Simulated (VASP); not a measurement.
# Band gap of In2O3 at several levels of theory, part 2 of 3

Aim: the gap of In2O3 on one structure at many levels of theory. The starting structure is a measured crystal structure from the Crystallography Open Database. The atoms were first relaxed with LDA in that cell, in a run that isn't shown, and the relaxed structure is the one below. Meshes and data sets differ where the inputs say so.

VASP 6.6.1.

Results so far: LDA 1.199 eV; PBE 1.292 eV.

## (4) Bands with r2SCAN

Level of this step: r2SCAN; plane waves and PAW (In_d, O) (VASP).

r2SCAN adds the kinetic-energy density, costs more than a GGA and is run with LASPH.

Contents of INCAR:

```
SYSTEM = In2O3
PREC = Accurate
ENCUT = 460
EDIFF = 1E-06
NELM = 100
ISMEAR = 0
SIGMA = 0.03
LREAL = .FALSE.
ALGO = Normal
METAGGA = R2SCAN
LASPH = .TRUE.
NBANDS = 68
LORBIT = 11
LWAVE = .FALSE.
LCHARG = .FALSE.
KPAR = 16
```

Contents of POSCAR:

```
In2O3
1.0
    2.7435000000      1.5839604635      4.8366666667
   -2.7435000000      1.5839604635      4.8366666667
    0.0000000000     -3.1679209270      4.8366666667
In O
4 6
Direct
    0.8570255814      0.8570255814      0.8570255814
    0.6429744186      0.6429744186      0.6429744186
    0.1429744186      0.1429744186      0.1429744186
    0.3570255814      0.3570255814      0.3570255814
    0.0459967389      0.7500000000      0.4540032611
    0.7500000000      0.4540032611      0.0459967389
    0.4540032611      0.0459967389      0.7500000000
    0.9540032611      0.2500000000      0.5459967389
    0.2500000000      0.5459967389      0.9540032611
    0.5459967389      0.9540032611      0.2500000000
```

Contents of KPOINTS:

```
Automatic mesh
0
Gamma
6 6 6
0 0 0
```

Contents of KPOINTS_OPT:

```
Line mode
8
Line-mode
Reciprocal
  0.00000000   0.00000000   0.00000000 GAMMA
  0.50000000   0.00000000   0.00000000 L

  0.50000000   0.00000000   0.00000000 L
  0.50000000   0.23816651  -0.23816651 B1

  0.76183349   0.50000000   0.23816651 B
  0.50000000   0.50000000   0.50000000 Z

  0.50000000   0.50000000   0.50000000 Z
  0.00000000   0.00000000   0.00000000 GAMMA

  0.00000000   0.00000000   0.00000000 GAMMA
  0.36908326   0.00000000  -0.36908326 X

  0.63091674   0.36908326   0.00000000 Q
  0.50000000   0.50000000   0.00000000 F

  0.50000000   0.50000000   0.00000000 F
  0.63091674   0.63091674   0.23816651 P1

  0.63091674   0.63091674   0.23816651 P1
  0.50000000   0.50000000   0.50000000 Z

  0.50000000   0.00000000   0.00000000 L
  0.76183349   0.36908326   0.36908326 P
```

PAW data sets: In_d and O (PBE family, release 64).

Command:

```console
$ mpirun -np 16 vasp_std
```

Log:

```text
[banner, memory and clock lines left out]
running   16 mpi-ranks, on    1 nodes
[...]
[... a notice as in an earlier step ...]

|                                                                             |
|               ----> ADVICE to this user running VASP <----                  |
|                                                                             |
|     You enforced a specific xc type in the INCAR file but a different       |
|     [... a line on the potential file left out ...]
|     I HOPE YOU KNOW WHAT YOU ARE DOING!                                     |
|                                                                             |

 LDA part: xc-table for (None), standard interpolation
 POSCAR, INCAR and KPOINTS ok, starting setup
[...]
entering main loop
       N       E                     dE             d eps       ncg     rms          rms(c)
DAV:   1     0.108773679441E+04    0.10877E+04   -0.36302E+04  4708   0.177E+03
DAV:   2     0.698188486580E+02   -0.10179E+04   -0.92373E+03  4448   0.515E+02
[...]
DAV:  15    -0.144463157915E+03   -0.10238E-05   -0.13530E-06  3312   0.527E-03    0.874E-03
DAV:  16    -0.144463157780E+03    0.13473E-06   -0.20930E-07  2380   0.512E-03
   1 F= -.14446316E+03 E0= -.14446316E+03  d E =-.760873E-14
 Start KPOINTS_OPT (optional k-point list driver)
k-point batch [1-32\72]
       N       E                     dE             ncg
DAV:   1     0.292469599970E+05   -0.16576E+05     4788
DAV:   2    -0.242954261156E+04   -0.31677E+05     4400
DAV:   3    -0.946282471048E+04   -0.70333E+04     4796
DAV:   4    -0.994571427149E+04   -0.48289E+03     5356
[...]
DAV:   8    -0.996088692960E+04   -0.29639E-03     6572
DAV:   9    -0.996088693952E+04   -0.99218E-05     4572
DAV:  10    -0.996088694008E+04   -0.55543E-06     3008
[...]
k-point batch [65-72\72]
       N       E                     dE             ncg
DAV:   1     0.569410627227E+05   -0.83311E+04     1184
DAV:   2     0.489862220762E+05   -0.79548E+04     1104
DAV:   3     0.471952635227E+05   -0.17910E+04     1200
DAV:   4     0.470701199104E+05   -0.12514E+03     1288
[...]
DAV:   8     0.470660917726E+05   -0.81567E-04     1616
DAV:   9     0.470660917697E+05   -0.29043E-05     1128
DAV:  10     0.470660917695E+05   -0.15999E-06      736
```

Wall time 86 s (16 MPI ranks of Intel Xeon 6975P-C (Granite Rapids), shared host); peak memory 8.1 GiB; 23 min of CPU time.

From OUTCAR (step 4):

```text
  Total        2.1577453      2.1577453      1.8725411      0.0000000      0.0000000      0.0000000
  in kB       27.4134729     27.4134729     23.7900430      0.0000000      0.0000000      0.0000000
  external PRESSURE =      26.2056629 kB  Pullay stress =       0.0000000 kB

 POSITION                                       TOTAL-FORCE (eV/Angst)
 -----------------------------------------------------------------------------------
      0.00000      0.00000     12.43544        -0.000000      0.000000      0.071585
      0.00000      0.00000      9.32956        -0.000000      0.000000     -0.071585
      0.00000      0.00000      2.07456        -0.000000      0.000000     -0.071585
      0.00000      0.00000      5.18044        -0.000000      0.000000      0.071585
     -1.93143     -0.17742      6.04583         0.027530      0.047683      0.000000
      0.81207      1.76138      6.04583         0.027530     -0.047683      0.000000
      1.11937     -1.58396      6.04583        -0.055060      0.000000     -0.000000
      1.93143      0.17742      8.46417        -0.027530     -0.047683      0.000000
     -0.81207     -1.76138      8.46417        -0.027530      0.047683      0.000000
     -1.11937      1.58396      8.46417         0.055060      0.000000      0.000000
 -----------------------------------------------------------------------------------
    total drift:                                0.000000     -0.000000     -0.000000

  FREE ENERGIE OF THE ION-ELECTRON SYSTEM (eV)
  ---------------------------------------------------
  free  energy   TOTEN  =      -144.4631577802 eV

  energy  without entropy=     -144.4631577802  energy(sigma->0) =     -144.46315778

[... 2 parts as in an earlier step ...]

[... 1 further part left out ...]
[key lines of the parts left out:]
E-fermi :   5.3962
```

r2SCAN gives a least gap of 1.888 eV, and a least direct gap of 1.913 eV. The least gap is +0.689 eV from that of LDA.

## (5) Bands with TB-mBJ

TB-mBJ is a local potential fitted to gaps: it costs far less than a hybrid but gives no energy. Its energies, forces and stress mean nothing.

INCAR: that of step 4 with these lines changed.

```diff
@@ -4,3 +4,3 @@
 EDIFF = 1E-06
-NELM = 100
+NELM = 150
 ISMEAR = 0
@@ -9,3 +9,3 @@
 ALGO = Normal
-METAGGA = R2SCAN
+METAGGA = MBJ
 LASPH = .TRUE.
```

POSCAR is that of step 4.

KPOINTS is that of step 4.

KPOINTS_OPT is that of step 4.

Command:

```console
$ mpirun -np 16 vasp_std
```

Log:

```text
[banner, memory and clock lines left out]
running   16 mpi-ranks, on    1 nodes
[...]
[... a notice as in an earlier step ...]

 [... a notice as in an earlier step ...]

 LDA part: xc-table for (None), standard interpolation
 POSCAR, INCAR and KPOINTS ok, starting setup
[...]
entering main loop
       N       E                     dE             d eps       ncg     rms          rms(c)
DAV:   1     0.236679581628E+04    0.23668E+04   -0.35022E+04  4592   0.169E+03
DAV:   2     0.138168075416E+04   -0.98512E+03   -0.89216E+03  4448   0.488E+02
DAV:   3     0.115980397898E+04   -0.22188E+03   -0.21165E+03  4772   0.211E+02
DAV:   4     0.114379387036E+04   -0.16010E+02   -0.15807E+02  5440   0.654E+01
[...]
DAV:  45     0.116290364260E+04   -0.14952E-04   -0.52519E-11  2284   0.459E-05    0.357E-06
DAV:  46     0.116290363245E+04   -0.10151E-04   -0.19338E-11  2284   0.281E-05    0.665E-06
DAV:  47     0.116290363243E+04   -0.22656E-07    0.90339E-14  2284   0.159E-05
   1 F= 0.11629036E+04 E0= 0.11629036E+04  d E =-.287486E-25
 Start KPOINTS_OPT (optional k-point list driver)
k-point batch [1-32\72]
       N       E                     dE             ncg
DAV:   1     0.327721179130E+05   -0.13051E+05     4792
DAV:   2     0.968439358826E+03   -0.31804E+05     4456
DAV:   3    -0.581296001424E+04   -0.67814E+04     4816
DAV:   4    -0.624529180037E+04   -0.43233E+03     5264
[...]
DAV:   9    -0.626465889792E+04   -0.40188E-04     6172
DAV:  10    -0.626465889991E+04   -0.19874E-05     4424
DAV:  11    -0.626465890025E+04   -0.34739E-06     3820
[...]
k-point batch [65-72\72]
       N       E                     dE             ncg
DAV:   1     0.577671107179E+05   -0.75051E+04     1184
DAV:   2     0.498462739196E+05   -0.79208E+04     1104
DAV:   3     0.481121546351E+05   -0.17341E+04     1208
DAV:   4     0.479960894252E+05   -0.11607E+03     1272
[...]
DAV:   8     0.479908065925E+05   -0.26329E-03     1684
DAV:   9     0.479908065706E+05   -0.21898E-04     1380
DAV:  10     0.479908065703E+05   -0.30132E-06     1068
```

Elapsed: 77 s, on 16 MPI ranks; peak memory 8.3 GiB.

OUTCAR, selected parts (step 5):

```text
  Total     -432.2693791   -432.2693791   -428.0310267     -0.0000000      0.0000000      0.0000000
  in kB    -5491.8459295  -5491.8459294  -5437.9990015     -0.0000000      0.0000000      0.0000000
  external PRESSURE =   -5473.8969535 kB  Pullay stress =       0.0000000 kB

 POSITION                                       TOTAL-FORCE (eV/Angst)
 -----------------------------------------------------------------------------------
      0.00000      0.00000     12.43544        -0.000000      0.000000     -0.504117
      0.00000      0.00000      9.32956        -0.000000      0.000000      0.504117
      0.00000      0.00000      2.07456        -0.000000     -0.000000      0.504117
      0.00000      0.00000      5.18044        -0.000000      0.000000     -0.504117
     -1.93143     -0.17742      6.04583        -0.037339     -0.064673      0.000000
      0.81207      1.76138      6.04583        -0.037339      0.064673      0.000000
      1.11937     -1.58396      6.04583         0.074678      0.000000      0.000000
      1.93143      0.17742      8.46417         0.037339      0.064673      0.000000
     -0.81207     -1.76138      8.46417         0.037339     -0.064673      0.000000
     -1.11937      1.58396      8.46417        -0.074678     -0.000000      0.000000
 -----------------------------------------------------------------------------------
    total drift:                                0.000000     -0.000000     -0.000000

  FREE ENERGIE OF THE ION-ELECTRON SYSTEM (eV)
  ---------------------------------------------------
  free  energy   TOTEN  =      1162.9036324275 eV

  energy  without entropy=     1162.9036324275  energy(sigma->0) =     1162.90363243

[... 2 parts as in an earlier step ...]

[... 1 further part left out ...]
[key lines of the parts left out:]
E-fermi :   6.5459
```

TB-mBJ gives a direct gap of 3.257 eV. The least gap is +2.059 eV from that of LDA.

## (6) Bands with LDA + spin-orbit coupling

Spin-orbit coupling is switched on in this step. This run uses a 4×4×4 mesh.

Contents of INCAR:

```
SYSTEM = In2O3
PREC = Accurate
ENCUT = 460
EDIFF = 1E-06
NELM = 100
ISMEAR = 0
SIGMA = 0.03
LREAL = .FALSE.
ALGO = Normal
GGA = CA
LNONCOLLINEAR = .TRUE.
MAGMOM = 0 0 0 0 0 0 0 0 0 0 0 0 0 0 0 0 0 0 0 0 0 0 0 0 0 0 0 0 0 0
NBANDS = 108
GGA_COMPAT = .FALSE.
LASPH = .TRUE.
LSORBIT = .TRUE.
LORBIT = 11
LWAVE = .FALSE.
LCHARG = .FALSE.
KPAR = 8
NCORE = 2
```

POSCAR is that of step 5.

Contents of KPOINTS:

```
Automatic mesh
0
Gamma
4 4 4
0 0 0
```

KPOINTS_OPT is that of step 5.

PAW data sets: In_d and O (LDA family, release 64).

Command:

```console
$ mpirun -np 16 vasp_ncl
```

Log:

```text
[banner, memory and clock lines left out]
running   16 mpi-ranks, on    1 nodes
[...]
LDA part: xc-table for (Slater(with rela. corr.)+CA(PZ))
 , standard interpolation
 POSCAR, INCAR and KPOINTS ok, starting setup
[...]
entering main loop
       N       E                     dE             d eps       ncg     rms          rms(c)
DAV:   1     0.136973918557E+04    0.13697E+04   -0.35354E+04  2880   0.219E+03
DAV:   2     0.272853961774E+03   -0.10969E+04   -0.10437E+04  2848   0.656E+02
DAV:   3    -0.359362606363E+02   -0.30879E+03   -0.29153E+03  3032   0.299E+02
DAV:   4    -0.724140391491E+02   -0.36478E+02   -0.35824E+02  3792   0.111E+02
[...]
DAV:  13    -0.637931010785E+02    0.11066E-04   -0.55896E-05  3704   0.953E-02    0.282E-02
DAV:  14    -0.637931021539E+02   -0.10755E-05   -0.85877E-06  3432   0.215E-02    0.212E-02
DAV:  15    -0.637931022187E+02   -0.64794E-07   -0.52357E-07  1968   0.967E-03
   1 F= -.63793102E+02 E0= -.63793102E+02  d E =-.155527E-11  mag=     0.0000    -0.0000    -0.0000
 Start KPOINTS_OPT (optional k-point list driver)
k-point batch [1-13\72]
       N       E                     dE             ncg
DAV:   1     0.145372635336E+05   -0.33869E+03     2924
DAV:   2     0.626419401044E+03   -0.13911E+05     2824
DAV:   3    -0.315530758256E+04   -0.37817E+04     3032
DAV:   4    -0.360074414656E+04   -0.44544E+03     3704
[...]
DAV:   8    -0.361488406657E+04   -0.36839E-03     4448
DAV:   9    -0.361488407783E+04   -0.11252E-04     3936
DAV:  10    -0.361488407816E+04   -0.33360E-06     2176
[...]
k-point batch [66-72\72]
       N       E                     dE             ncg
DAV:   1     0.177514396282E+05   -0.55015E+04     1544
DAV:   2     0.102728280971E+05   -0.74786E+04     1512
DAV:   3     0.821676265429E+04   -0.20561E+04     1604
DAV:   4     0.796891487903E+04   -0.24785E+03     2000
[...]
DAV:   8     0.796127063636E+04   -0.16826E-03     2360
DAV:   9     0.796127063145E+04   -0.49116E-05     2072
DAV:  10     0.796127063127E+04   -0.17763E-06     1128
```

It took 1.8 min on 16 MPI ranks; peak memory 7.3 GiB.

OUTCAR, selected parts (step 6):

```text
  Total       -2.5117893     -2.5117893     -2.5093259      0.0000000      0.0000000      0.0000000
  in kB      -31.9114895    -31.9114895    -31.8801932      0.0000000      0.0000000      0.0000000
  external PRESSURE =     -31.9010574 kB  Pullay stress =       0.0000000 kB

 POSITION                                       TOTAL-FORCE (eV/Angst)
 -----------------------------------------------------------------------------------
      0.00000      0.00000     12.43544         0.000000      0.000000      0.021448
      0.00000      0.00000      9.32956         0.000000      0.000000     -0.021448
      0.00000      0.00000      2.07456         0.000000      0.000000     -0.021448
      0.00000      0.00000      5.18044         0.000000      0.000000      0.021448
     -1.93143     -0.17742      6.04583        -0.003831     -0.006635     -0.000000
      0.81207      1.76138      6.04583        -0.003831      0.006635     -0.000000
      1.11937     -1.58396      6.04583         0.007662      0.000000     -0.000000
      1.93143      0.17742      8.46417         0.003831      0.006635     -0.000000
     -0.81207     -1.76138      8.46417         0.003831     -0.006635     -0.000000
     -1.11937      1.58396      8.46417        -0.007662      0.000000     -0.000000
 -----------------------------------------------------------------------------------
    total drift:                               -0.000000     -0.000000     -0.000000

  FREE ENERGIE OF THE ION-ELECTRON SYSTEM (eV)
  ---------------------------------------------------
  free  energy   TOTEN  =       -63.7931022187 eV

  energy  without entropy=      -63.7931022187  energy(sigma->0) =      -63.79310222

 magnetization (x)
# of ion       s       p       d       tot
------------------------------------------
    1        0.000  -0.000   0.000  -0.000
    2        0.000  -0.000   0.000  -0.000
    3        0.000  -0.000   0.000  -0.000
    4        0.000  -0.000   0.000  -0.000
    5       -0.000  -0.000   0.000  -0.000
    6       -0.000  -0.000   0.000  -0.000
    7        0.000   0.000   0.000   0.000
    8       -0.000  -0.000   0.000  -0.000
    9       -0.000  -0.000   0.000  -0.000
   10        0.000   0.000   0.000   0.000
--------------------------------------------------
tot         -0.000  -0.000   0.000  -0.000

 magnetization (y)
# of ion       s       p       d       tot
------------------------------------------
    1        0.000   0.000  -0.000  -0.000
    2        0.000   0.000   0.000   0.000
    3        0.000   0.000  -0.000  -0.000
    4       -0.000   0.000   0.000   0.000
    5       -0.000  -0.000   0.000  -0.000
    6        0.000   0.000   0.000   0.000
    7        0.000   0.000   0.000   0.000
    8       -0.000  -0.000   0.000  -0.000
    9        0.000   0.000   0.000   0.000
   10       -0.000   0.000   0.000  -0.000
--------------------------------------------------
tot         -0.000  -0.000  -0.000  -0.000

 magnetization (z)
# of ion       s       p       d       tot
------------------------------------------
    1       -0.000  -0.000  -0.000  -0.000
    2        0.000   0.000   0.000   0.000
    3       -0.000  -0.000  -0.000  -0.000
    4        0.000   0.000   0.000   0.000
    5       -0.000   0.000   0.000  -0.000
    6        0.000   0.000   0.000   0.000
    7        0.000   0.000   0.000   0.000
    8       -0.000   0.000   0.000  -0.000
    9        0.000   0.000   0.000   0.000
   10        0.000   0.000   0.000   0.000
--------------------------------------------------
tot          0.000   0.000   0.000   0.000

[... 1 part as in an earlier step ...]

[... 2 further parts left out ...]
[key lines of the parts left out:]
E-fermi :   5.4334
```

LDA + spin-orbit coupling gives a least gap of 1.199 eV, and a least direct gap of 1.229 eV. The least gap is +0.000 eV from that of LDA, on another mesh, which alone can move a gap by some hundredths of an eV.

(Part 2 of 3 ends here.)

[Lines on the potential files, build, host, timing and source positions are cut from VASP's logs without a mark.]

[Logs are printed without paths, hosts, clocks, repeated set-up lines and the standing remarks that a program may print on its own settings, such as how far it seeks lower states.]

[Hosts, paths, dates, database ids (printed as entryN), source tags and the programs' standing remarks are cut or masked in the printed files.]
